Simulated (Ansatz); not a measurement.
# GaP: the cost of one run

Program: the Python package of Ansatz 0.2.0. Level of theory: DFT PBEsol, plane waves, PAW. These are calculated values, not measurements.

## Step 1: The system

The structure is cubic, space group F-43m (No. 216). The conventional cell has a = 5.451 Å, b = 5.451 Å, c = 5.451 Å, α = 90.00°, β = 90.00°, γ = 90.00°. Ga (site symmetry -43m) is surrounded by 4 P at 2.36 Å. Around P (site symmetry -43m) lie 4 Ga at 2.36 Å.

The script holds or builds the structure itself.

## Step 2: Script

Contents of relax.py:

```python
import json

import ansatz as az
from ase import Atoms
from ase.neighborlist import neighbor_list
import matplotlib.pyplot as plt
import numpy as np


def main() -> None:
    atoms = Atoms(
        ["Ga", "P"],
        scaled_positions=[
            (0.0, 0.0, 0.0),
            (0.25, 0.25, 0.25),
        ],
        cell=[
            (0.0, 2.72525, 2.72525),
            (2.72525, 0.0, 2.72525),
            (2.72525, 2.72525, 0.0),
        ],
        pbc=True,
    )
    atoms.rattle(stdev=0.05, seed=5)
    structure = az.Crystal.from_ase(atoms)

    job = (
        structure.calculation()
        .functional("pbesol")
        .basis(530, density_ratio=6)
        .kpoints(5)
        .occupations("Fixed")
        .mixing("anderson", beta=0.1)
        .scf(max_iterations=200)
        .relax(force_tolerance=0.05, density_extrapolation="second_order")
        .band_table()
        .density()
    )
    outcome = job.run(threads=1, backend="cpu", events_out="gap.ndjson")
    with open("gap.ndjson") as stream:
        events = [json.loads(line) for line in stream]
    steps = [e["data"] for e in events if e["event"] == "relax_step"]
    summary = outcome.report
    print("step   energy (eV)     max comp. (eV/A)  SCF")
    for s in steps:
        print(f"{s['step']:4d} {s['lagrangian_ev']:15.5f} {s['allowed_force_max_ev_ang']:12.4f} {s['n_scf']:5d}")

    first, last = steps[0], steps[-1]
    symbols = [site.symbol for site in outcome.lattice.sites]
    print(f"energy gained {first['lagrangian_ev'] - last['lagrangian_ev']:.4f} eV in {len(steps) - 1} steps")

    fig, (top, bottom) = plt.subplots(2, 1, sharex=True, figsize=(4.5, 4))
    top.plot([s["lagrangian_ev"] - last["lagrangian_ev"] for s in steps], "o-")
    top.set_ylabel("E - E(final) (eV)")
    bottom.semilogy([max(s["allowed_force_max_ev_ang"], 1e-6) for s in steps], "s-")
    bottom.set(xlabel="step", ylabel="largest force (eV/A)")
    fig.tight_layout()
    fig.savefig("relax.png", dpi=100)

    final = Atoms(symbols, positions=last["positions_ang"], cell=outcome.lattice.cell_ang, pbc=True)
    i, j, d = neighbor_list("ijd", final, 4.5)
    print("neighbours within 1.15 times the shortest distance of each atom (A)")
    for atom in range(len(final)):
        near = [m for m in np.argsort(d) if i[m] == atom]
        shell = [m for m in near if d[m] < 1.15 * d[near[0]]]
        print(f"{symbols[atom]}{atom} ({len(shell)}):", ", ".join(f"{symbols[j[m]]} {d[m]:.3f}" for m in shell))

    moved = np.linalg.norm(np.array(last["positions_ang"]) - np.array(first["positions_ang"]), axis=1)
    print("displacement by atom (A):", " ".join(f"{s}:{d:.3f}" for s, d in zip(symbols, moved)))

    energy = summary["free_energy_ev"]
    print("GaP: {:.6f} eV = {:.6f} Ry = {:.6f} Ha".format(energy, energy / 13.605693, energy / 27.211386))
    print("Fermi level {:.4f} eV, {} k-points, {} symmetry operations".format(summary["fermi_energy_ev"], summary["n_kpoints"], summary["n_symmetry_ops"]))

    levels = np.array(summary["eigenvalues_ev"])
    filled = round(summary["n_electrons"] / 2)
    top, bottom = levels[:, filled - 1], levels[:, filled]
    print("top of band", filled, "at k =", summary["kpoints_frac"][top.argmax()], f"{top.max():.4f} eV")
    print("bottom of band", filled + 1, "at k =", summary["kpoints_frac"][bottom.argmin()], f"{bottom.min():.4f} eV")
    print(f"gap by band count {bottom.min() - top.max():.3f} eV, least direct gap {(bottom - top).min():.3f} eV")

    field = sum(channel.density_e_per_ang3 for channel in outcome.density().channels[:2])
    fig, ax = plt.subplots(figsize=(4, 3.4))
    shown = ax.imshow(np.log10(np.clip(field[:, :, 0].T, 1e-3, None)), origin="lower", extent=(0, 1, 0, 1))
    fig.colorbar(shown, label="log10 density (e/A^3)")
    ax.set(xlabel="fraction of grid vector 1", ylabel="fraction of grid vector 2")
    fig.savefig("density_plane.png", dpi=100)
    print(f"plane through the origin: {field[:, :, 0].min():.4f} to {field[:, :, 0].max():.4f} e/A^3")


if __name__ == "__main__":
    main()
```

## Step 3: The input behind the calls

The engine receives this input:

```yaml
crystal:
  lattice:
    - [0.0, 2.72525, 2.72525]
    - [2.72525, 0.0, 2.72525]
    - [2.72525, 2.72525, 0.0]
  atoms:
    - { symbol: Ga, position: [0.01521579257158656, 0.029381422124455638, -0.021286247610465336] }
    - { symbol: P, position: [0.26783490586407505, 0.26119878126667556, 0.23417609939375783] }
basis:
  ecutwfc: 530.0
  ecutrho_ratio: 6
kpoints:
  mp_grid:
    grid: [5, 5, 5]
hamiltonian:
  xc: pbesol
scf:
  max_iter: 200
  mixing:
    algorithm: anderson
    beta: 0.1
  occupations:
    method: fixed
relax:
  f_tol: 0.05
  density_extrapolation: second_order
output:
  write_density: true
  eigenvalues: true
```

## Step 4: Launch

Started as:

```
$ python relax.py
```

Q: Estimate wall time and peak memory on 1 thread of Arm Neoverse V1, shared host.

About 19 s, with a peak of 0.52 GiB.
